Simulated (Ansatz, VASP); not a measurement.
# Ge: VASP beside Ansatz

```
Ge
1.0
     0.00000    2.88574    5.11566
     2.63050    0.00000    5.11566
     2.63050    2.88574    0.00000
Ge
4
Direct
  0.72649 0.27351 0.72649
  0.27351 0.72649 0.27351
  0.21813 0.21813 0.78187
  0.78187 0.78187 0.21813
```

This isn't the form of Ge at room conditions, which is diamond.

Alike in both runs: task single point; functional PBE; k mesh 7 × 7 × 7; occupations gaussian, width 0.1 eV; no spin polarisation.

|  | VASP | Ansatz |
| --- | --- | --- |
| version | VASP 6.6.1 | Ansatz 0.2.0 |
| potentials or method | VASP PAW PBE potentials, release 64 (Ge_d), cutoff 520 eV | all-electron LAPW, scalar-relativistic |

Ansatz gave:

| Property | Result |
| --- | --- |
| gap on the k mesh at the Fermi level (eV) | none |
| pressure (GPa) | 0.1 |
| largest component of the traceless stress (GPa) | 0.47 |
| rms of the force components (eV/Å) | 0.028 |

**Question.** Which values does VASP return?

**Answer.** gap on the k mesh at the Fermi level (eV): none; pressure (GPa): 0.0; largest component of the traceless stress (GPa): 0.47; rms of the force components (eV/Å): 0.028.

Atom by atom the forces differ by 0.000 eV/Å (rms over components). A gap of «none» marks a metal or a gap that the smearing closes. Ansatz ran all-electron here, so the differences hold the error of VASP's frozen core and of both bases.
